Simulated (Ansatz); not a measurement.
A plane-wave DFT run in Ansatz 0.2.0 (scalar-relativistic PAW potentials unless the input names others): input and command.

```yaml
crystal:
  lattice:
    - [3.6371129245, 0.0, 0.0]
    - [0.0, 3.6371129245, 0.0]
    - [0.0, 0.0, 5.2798816749]
  atoms:
    - { symbol: Zr, position: [0.0, 0.0, 0.0] }
    - { symbol: Zr, position: [0.5, 0.5, 0.5] }
    - { symbol: O, position: [0.0, 0.5, 0.1967750557] }
    - { symbol: O, position: [0.0, 0.5, 0.6967750557] }
    - { symbol: O, position: [0.5, 0.0, 0.3032249443] }
    - { symbol: O, position: [0.5, 0.0, 0.8032249443] }
basis:
  ecutwfc: "40 Ry/bohr"
kpoints:
  mp_grid: { grid: [6, 6, 6] }
hamiltonian:
  xc: r2scan
scf:
  occupations: { method: gaussian, width: 0.02 }
  max_iter: 75
output:
  forces: true
  eigenvalues: true
  stress: true
relax:
  adjacent_minimum: "off"
  f_tol: 0.01
  max_steps: 30
  cell: { stress_tol: 0.1, fix: [volume] }
```

```bash
ansatz run input.yaml --threads 2 --pin off --max-ram 5120MiB --backend cpu --events-out ev --progress --plain --runs-dir out
```

Problem. What is wrong with this input?

Solution. The program refuses it, because of a cutoff in the wrong unit (basis.ecutwfc: 500 → "40 Ry/bohr"). With the sound run's settings it is accepted.

Abridged log:
```
Error: YAML parse error: error: line 14 column 12: unknown unit factor `Ry/bohr`
  --> <input>:14:12
   |
12 |     - { symbol: O, position: [0.5, 0.0, 0.8032249443] }
13 | basis:
14 |   ecutwfc: "40 Ry/bohr"
   |            ^ unknown unit factor `Ry/bohr`
15 | kpoints:
16 |   mp_grid: { grid: [6, 6, 6] }
   |
```